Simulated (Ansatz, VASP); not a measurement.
**TiNi: VASP beside Ansatz**

INCAR

```
SYSTEM = TiNi
PREC = Accurate
ENCUT = 520
EDIFF = 1E-7
ISMEAR = -1
SIGMA = 0.05
LREAL = .False.
LASPH = .True.
NELM = 150
ALGO = Normal
ISIF = 2
LWAVE = .False.
LCHARG = .False.
ISPIN = 2
MAGMOM = 1 1
LORBIT = 11
LMAXMIX = 4
GGA = PS
NBANDS = 22
```

Contents of KPOINTS:

```
regular mesh
0
Gamma
  9 9 9
  0 0 0
```

POSCAR

```
TiNi
1.0
    2.9270680729      0.0000000000      0.0000000000
    0.0000000000      2.9270680729      0.0000000000
    0.0000000000      0.0000000000      2.9270680729
Ni Ti
1 1
Direct
    0.0000000000      0.0000000000      0.0000000000
    0.5000000000      0.5000000000      0.5000000000
```

The input input.yaml:

```yaml
crystal:
  lattice:
    - [2.9270680729, 0.0, 0.0]
    - [0.0, 2.9270680729, 0.0]
    - [0.0, 0.0, 2.9270680729]
  atoms:
    - { symbol: Ni, position: [0.0, 0.0, 0.0], spin: 1.0 }
    - { symbol: Ti, position: [0.5, 0.5, 0.5], spin: 1.0 }
hamiltonian:
  xc: pbesol
  pseudopotentials: { kind: paw }
magnetization:
  spin_polarized: true
kpoints:
  mp_grid: { grid: [9, 9, 9] }
scf:
  occupations: { method: fermi_dirac, width: 0.05 }
output:
  forces: true
  stress: true
  eigenvalues: true
  write_density: true
  write_potential: true
  elf: true
  volumetric_format: npy
```

Change from the starting cell: volume scaled by 0.94.

Alike in both runs: task single point; functional PBEsol; k mesh 9 × 9 × 9; occupations fermi-dirac, width 0.05 eV; collinear spin, ferromagnetic start.

```csv
,VASP,Ansatz
version,VASP 6.6.1,Ansatz 0.2.0
potentials or method,"VASP PAW PBE potentials, release 64 (Ni, Ti_sv)",Ansatz PAW
plane-wave cutoff (eV),520,420
valence electrons in the cell,22,30
```

|  | VASP | Ansatz | Ansatz less VASP |
| --- | --- | --- | --- |
| gap on the k mesh at the Fermi level (eV) | none | none | - |
| pressure (GPa) | 8.1 | 8.4 | +0.29 |
| net moment per atom (μB) | 0.00 | 0.00 | 0.000 |

A gap of «none» marks a metal or a gap that the smearing closes. The two sets of potentials don't hold the same shells in valence.

Caveats: the PAW data sets were made with another functional, which shifts forces and pressure a little (VASP); the PAW data sets come from PBE, with cores solved anew for the run's functional, which leaves a small shift of forces and pressure (Ansatz); the starting moments weren't kept (Ansatz).
